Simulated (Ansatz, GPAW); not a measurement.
This is a calculation of HfN for GPAW 26.7.0 (ASE script). 

Contents of run.py:

```python
from ase import Atoms
from ase.dft.bandgap import bandgap
from ase.io import write
from ase.units import GPa
from gpaw import GPAW, PW

atoms = Atoms(['Hf', 'N'],
              cell=[[0.0, 2.256, 2.256],
                    [2.256, 0.0, 2.256],
                    [2.256, 2.256, 0.0]],
              scaled_positions=[[0.0, 0.0, 0.0],
                                [0.5, 0.5, 0.5]],
              pbc=True)

calc = GPAW(mode=PW(800),
            xc='PBE',
            kpts={'size': (10, 10, 10), 'gamma': True},
            occupations={'name': 'methfessel-paxton', 'order': 0, 'width': 0.028000000000000004},
            nbands=19,
            convergence={'density': 1e-05, 'energy': 1e-05},
            maxiter=150,
            txt='gpaw.txt')
atoms.calc = calc
energy = atoms.get_potential_energy()
forces = atoms.get_forces()
stress = atoms.get_stress()
calc.write('gs.gpw')
write('result.traj', atoms)
print(f'Energy: {energy:.6f} eV')
print('Forces (eV/A):')
print(forces.round(4))
print('Stress (GPa):', (stress / GPa).round(3))
print('Fermi level:', round(calc.get_fermi_level(), 4), 'eV')
print(f'Gap: {bandgap(calc)[0]:.4f} eV, direct: {bandgap(calc, direct=True)[0]:.4f} eV')
```

Potentials or basis: GPAW PAW data sets (gpaw-data 1.2.1), pw.

The run is started by

```bash
$ OMP_NUM_THREADS=1 python run.py
```

Problem. What does the same run look like in Ansatz 0.2.0? Potentials or basis there: all-electron LAPW, scalar-relativistic.

Solution. As run (cutoffs and basis follow the program's own potentials, and thresholds, step limits or extra output files can differ):

input.yaml

```yaml
crystal:
  lattice:
    - [0.0, 2.256, 2.256]
    - [2.256, 0.0, 2.256]
    - [2.256, 2.256, 0.0]
  atoms:
    - { symbol: Hf, position: [0.0, 0.0, 0.0] }
    - { symbol: "N", position: [0.5, 0.5, 0.5] }
kpoints:
  mp_grid: { grid: [10, 10, 10] }
scf:
  occupations: { method: gaussian, width: 0.028 }
hamiltonian:
  xc: pbe
  pseudopotentials: { kind: all_electron, lapw: { basis_error: 0.001 } }
output:
  forces: true
  stress: true
  eigenvalues: true
```

Potentials or basis: all-electron LAPW, scalar-relativistic.

Launch:

```sh
$ ansatz run input.yaml --threads 1 --pin off --max-ram 3072MiB --backend cpu --events-out ev --progress --plain --runs-dir out
```

Both were run:

|  | GPAW | Ansatz |
| --- | --- | --- |
| Pressure | 6.7 GPa | 6.7 GPa |

Where Ansatz's input types no cutoff or centring, it takes its own default and a Γ-centred mesh.

Pressure is positive in compression.
